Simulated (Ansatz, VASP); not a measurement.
Ta in VASP and in Ansatz

Contents of INCAR:

```
SYSTEM = Ta
PREC = Accurate
ENCUT = 520
EDIFF = 1E-6
ISMEAR = 0
SIGMA = 0.15
LREAL = .False.
LASPH = .True.
NELM = 100
ALGO = Fast
ISIF = 2
LWAVE = .False.
LCHARG = .False.
GGA = PE
NBANDS = 12
```

File KPOINTS:

```
Automatic mesh
0
Gamma
  20 20 20
  0 0 0
```

POSCAR

```
Ta
1.0
   -1.6099980000      1.6099980000      1.5687160000
    1.6099980000     -1.6099980000      1.5687160000
    1.6099980000      1.6099980000     -1.5687160000
Ta
1
Direct
    0.0000000000      0.0000000000      0.0000000000
```

Input for Ansatz:

```yaml
crystal:
  lattice:
    - [-1.609998, 1.609998, 1.568716]
    - [1.609998, -1.609998, 1.568716]
    - [1.609998, 1.609998, -1.568716]
  atoms:
    - { symbol: Ta, position: [0.0, 0.0, 0.0] }
basis:
  ecutwfc: 420
kpoints:
  mp_grid: { grid: [20, 20, 20] }
hamiltonian:
  xc: pbe
scf:
  occupations: { method: gaussian, width: 0.15 }
output:
  forces: true
  stress: true
  eigenvalues: true
```

Change from the starting cell: strain -0.025 along x and y, -0.050 along z, atoms carried along.

Alike in both runs: task single point; functional PBE; k mesh 20 × 20 × 20; occupations gaussian, width 0.15 eV; no spin polarisation.

|  | VASP | Ansatz |
| --- | --- | --- |
| version | VASP 6.6.1 | Ansatz 0.2.0 |
| potentials or method | VASP PAW PBE potentials, release 64 (Ta_pv) | scalar-relativistic, plane waves, PAW |
| plane-wave cutoff (eV) | 520 | 420 |
| valence electrons in the cell | 11 | 13 |

|  | VASP | Ansatz | Ansatz less VASP |
| --- | --- | --- | --- |
| gap on the k mesh at the Fermi level (eV) | none | none | - |
| pressure (GPa) | 29.0 | 28.6 | -0.36 |
| largest component of the traceless stress (GPa) | 2.69 | 2.70 | +0.008 |

A gap of «none» marks a metal or a gap that the smearing closes. The two sets of potentials don't hold the same shells in valence.

Caveats: so large a pressure means that the cell lies far from this level's equilibrium, or that cutoff or potentials fall short (VASP). The runs have no spin-orbit coupling, so splittings on Ta are missing.
